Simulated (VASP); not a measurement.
# Ge: relaxed cell and band gap, by functional

Ge, Fd-3m (no. 227), 2 atoms in the cell.

| Functional | Volume (Å³/atom) | Change from the starting volume (fraction) | Gap, path and mesh (eV) | Time (s) |
|---|---|---|---|---|
| B88 + LYP (libxc) | 25.55 | 0.129 | 0.00 | 125 |
| OPTX + LYP (libxc) | 24.14 | 0.067 | 0.00 | 89 |
| Wu-Cohen (libxc) | 22.89 | 0.011 | 0.00 | 77 |
| SOGGA11 (libxc) | 22.79 | 0.007 | 0.05 | 67 |
| HCTH/407 (libxc) | 24.37 | 0.076 | 0.00 | 96 |
| RGE2 (libxc) | 23.20 | 0.025 | 0.00 | 67 |
| B86 with PBE correlation (libxc) | 24.40 | 0.078 | 0.00 | 97 |
| LDA, PW92 (libxc) | 22.26 | -0.017 | 0.00 | 72 |

Limits: rows 1, 2, 3, 5, 6, 7, 8: A zero gap at this level doesn't show that the crystal is a metal.

## Input of the first row

INCAR.step1:
```
  ALGO = Normal
  EDIFF = 1E-7
  EDIFFG = -0.005
  ENCUT = 600
  GGA = LIBXC
  GGA_COMPAT = F
  IBRION = 2
  ISIF = 3
  ISMEAR = 0
  LASPH = T
  LCHARG = F
  LIBXC1 = GGA_X_B88
  LIBXC2 = GGA_C_LYP
  LREAL = F
  LWAVE = F
  NELM = 150
  NSW = 60
  PREC = Accurate
  SIGMA = 0.02
```

INCAR.step2, as INCAR.step1 but for:
```
- NSW = 60
+ NSW = 40
```

INCAR.step3, as INCAR.step2 but for:
```
- EDIFFG = -0.005
- IBRION = 2
- ISIF = 3
- NSW = 40
+ ISIF = 2
+ NBANDS = 21
```

KPOINTS:
```
k-points
0
Gamma
  6 6 6
```

KPOINTS_OPT:
```
path GXWKGLUWLK,UX
8
line-mode
reciprocal
 0.0000000000  0.0000000000  0.0000000000  G
 0.5000000000  0.0000000000  0.5000000000  X

 0.5000000000  0.0000000000  0.5000000000  X
 0.5000000000  0.2500000000  0.7500000000  W

 0.5000000000  0.2500000000  0.7500000000  W
 0.3750000000  0.3750000000  0.7500000000  K

 0.3750000000  0.3750000000  0.7500000000  K
 0.0000000000  0.0000000000  0.0000000000  G

 0.0000000000  0.0000000000  0.0000000000  G
 0.5000000000  0.5000000000  0.5000000000  L

 0.5000000000  0.5000000000  0.5000000000  L
 0.6250000000  0.2500000000  0.6250000000  U

 0.6250000000  0.2500000000  0.6250000000  U
 0.5000000000  0.2500000000  0.7500000000  W

 0.5000000000  0.2500000000  0.7500000000  W
 0.5000000000  0.5000000000  0.5000000000  L

 0.5000000000  0.5000000000  0.5000000000  L
 0.3750000000  0.3750000000  0.7500000000  K

 0.6250000000  0.2500000000  0.6250000000  U
 0.5000000000  0.0000000000  0.5000000000  X
```

POSCAR.step1:
```
Ge
1.0
    0.0000000000      2.8289100000      2.8289100000
    2.8289100000      0.0000000000      2.8289100000
    2.8289100000      2.8289100000      0.0000000000
Ge
2
Direct
    0.7500000000      0.7500000000      0.7500000000
    0.5000000000      0.5000000000      0.5000000000
```

Commands (each step's output is kept before the next begins):
```
cat potpaw_PBE.64/Ge_d/POTCAR > POTCAR
cp INCAR.step1 INCAR
cp POSCAR.step1 POSCAR
mpirun -np 1 vasp_std > vasp.out
cp CONTCAR POSCAR
rm WAVECAR CHG
cp INCAR.step2 INCAR
mpirun -np 1 vasp_std > vasp.out
cp CONTCAR POSCAR
rm WAVECAR CHG
cp INCAR.step3 INCAR
mpirun -np 1 vasp_std > vasp.out
```

Changes of the last row against the first:
```
(all steps)
- LIBXC1 = GGA_X_B88
- LIBXC2 = GGA_C_LYP
+ LIBXC1 = LDA_X
+ LIBXC2 = LDA_C_PW
- cat potpaw_PBE.64/Ge_d/POTCAR > POTCAR
+ cat potpaw_LDA.64/Ge_d/POTCAR > POTCAR
```

VASP 6.6.1 took 125 s on 1 core (Intel Xeon Platinum 8488C (Sapphire Rapids)), a shared host.
